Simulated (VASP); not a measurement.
A run of VASP 6.6.1:

Contents of INCAR:

```
SYSTEM = AgCl
ALGO     = Fast           ! electronic algorithm
EDIFF    = 1E-6           ! SCF threshold, eV
ENCUT    = 520            ! plane-wave cutoff, eV
GGA      = CA             ! functional
ISIF     = 2              ! what is computed and relaxed
ISMEAR   = 0              ! smearing method
LASPH    = .TRUE.         ! aspherical terms in the spheres
LCHARG   = .FALSE.        ! write CHGCAR
LREAL    = .FALSE.        ! projectors in reciprocal space
LWAVE    = .FALSE.        ! write WAVECAR
NBANDS   = 16             ! bands
NELM     = 100            ! most SCF steps
PREC     = Accurate       ! precision mode
SIGMA    = 0.03           ! smearing width, eV
```

File KPOINTS:

```
k-points
0
G
  10 10 10
  0 0 0
```

POSCAR

```
AgCl
1.0
    3.4339730000      0.0000000000      0.0000000000
    0.0000000000      3.4339730000      0.0000000000
    0.0000000000      0.0000000000      3.4339730000
Ag Cl
1 1
Direct
    0.0000000000      0.0000000000      0.0000000000
    0.3252752715      0.5000000000      0.4126376358
```

Potentials or basis: VASP PAW LDA potentials, release 64 (Ag, Cl).

Run with:

```sh
$ cat potpaw_LDA.64/Ag/POTCAR potpaw_LDA.64/Cl/POTCAR > POTCAR
$ mpirun -np 1 vasp_std > vasp.out
```

Hardware: 1 thread of AMD EPYC 9R45 (Zen 5), on a shared host.

Task: How long does it take, and how much memory?

Result: Wall time 100 s on 1 thread of AMD EPYC 9R45 (Zen 5) (shared host), peak memory 0.27 GiB. Counts: scf iterations 13, k points 312.
